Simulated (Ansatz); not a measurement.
# ZnS: the cost of one run

Computed with Ansatz 0.2.0 (DFT r2SCAN, scalar-relativistic, plane waves, PAW, unless a step's input says otherwise).

2 further runs of the same task are left out: 2 set aside as unsound or not needed.

**1. The system as given**

The structure is hexagonal, space group P6_3mc (No. 186). Conventional cell: a = 3.807 Å, b = 3.807 Å, c = 6.246 Å, α = 90.00°, β = 90.00°, γ = 120.00°. Zn (site symmetry 3m) is surrounded by 4 S at 2.33 to 2.34 Å. S (site symmetry 3m) has 4 Zn at 2.33 to 2.34 Å as nearest neighbours.

As a file:

```
Zn S
1.0
    -3.80672    0.00000    0.00000
     0.00000    0.00000   -6.24574
     0.00000   -6.59344    0.00000
Zn S
4 4
Direct
  0.50000 0.99461 0.16667
  0.00000 0.99461 0.66667
  0.00000 0.49461 0.33333
  0.50000 0.49461 0.83333
  0.50000 0.62039 0.16667
  0.00000 0.62039 0.66667
  0.00000 0.12039 0.33333
  0.50000 0.12039 0.83333
```

It is built from the cell relaxed beforehand with the same method (19.60 Å³/atom).

**2. Zero of energy**

The cell is repeated 2 times, 8 atoms in all. Reference values: F = -16933.7797 eV; pressure -0.03 GPa; largest force 0.001 eV/Å; gap on the mesh 2.78 eV. It was computed beforehand with the settings of the runs below.

**3. The scan: freezing in a mode**

Mode 4 of the phonon run on this cell, counted from the lowest, is frozen in: each atom moves by x times its row below, so x is the largest displacement.

```
atom     ux      uy     uz
 Zn1  0.000   1.000  0.000
 Zn2  0.000   1.000  0.000
 Zn3  0.000  -1.000  0.000
 Zn4  0.000  -1.000  0.000
  S5  0.000  -0.817  0.000
  S6  0.000  -0.817  0.000
  S7  0.000   0.817  0.000
  S8  0.000   0.817  0.000
```

**4. At x = -0.300 Å**

Contents of input.yaml:

```yaml
crystal:
  lattice:
    - [-3.8067217533, 0.0, 0.0]
    - [0.0, 0.0, -6.2457351331]
    - [0.0, -6.593435487, 0.0]
  atoms:
    - { symbol: Zn, position: [0.5, 0.9946115563, 0.2121664673] }
    - { symbol: Zn, position: [0.0, 0.9946115563, 0.7121664673] }
    - { symbol: Zn, position: [0.0, 0.4946115563, 0.2878335327] }
    - { symbol: Zn, position: [0.5, 0.4946115563, 0.7878335327] }
    - { symbol: S, position: [0.5, 0.6203888314, 0.1294791214] }
    - { symbol: S, position: [0.0, 0.6203888314, 0.6294791214] }
    - { symbol: S, position: [0.0, 0.1203888314, 0.3705208786] }
    - { symbol: S, position: [0.5, 0.1203888314, 0.8705208786] }
basis:
  ecutwfc: 500
kpoints:
  mp_grid: { grid: [6, 4, 4] }
hamiltonian:
  xc: r2scan
scf:
  occupations: { method: gaussian, width: 0.05 }
output:
  forces: true
  stress: true
  eigenvalues: true
```

Launch:

```console
$ ansatz run input.yaml --threads 2 --pin off --max-ram 5120MiB --backend cpu --events-out ev --progress --plain --runs-dir out
```

What time and memory should one allow on 2 threads of Oxide Virtual Turin-like (Zen 5), shared host?

About 21 s, with a peak of 0.77 GiB.
